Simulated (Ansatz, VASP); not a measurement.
## Two plane-wave programs on AlN

```
CELL_PARAMETERS angstrom
3.10669 0.00000 0.00000
-1.55335 2.69048 0.00000
0.00000 0.00000 4.97859
ATOMIC_POSITIONS crystal
Al 0.33333 0.66667 0.99920
Al 0.66667 0.33333 0.49920
N 0.33333 0.66667 0.38080
N 0.66667 0.33333 0.88080
```

Alike in both runs: task single point; functional LDA; k mesh 12 × 12 × 6; no spin polarisation.

```csv
,VASP,Ansatz
version,VASP 6.6.1,Ansatz 0.2.0
potentials or method,"VASP PAW LDA potentials, release 64 (Al, N)","plane waves, PAW"
plane-wave cutoff (eV),520,420
occupations,"gaussian, width 0.01 eV",fixed
valence electrons in the cell,16,16
```

|  | VASP | Ansatz | Ansatz less VASP |
| --- | --- | --- | --- |
| gap on the k mesh at the Fermi level (eV) | 4.27 | 4.26 | -0.007 |
| pressure (GPa) | -3.2 | -3.8 | -0.55 |

A k mesh can miss the band edges.
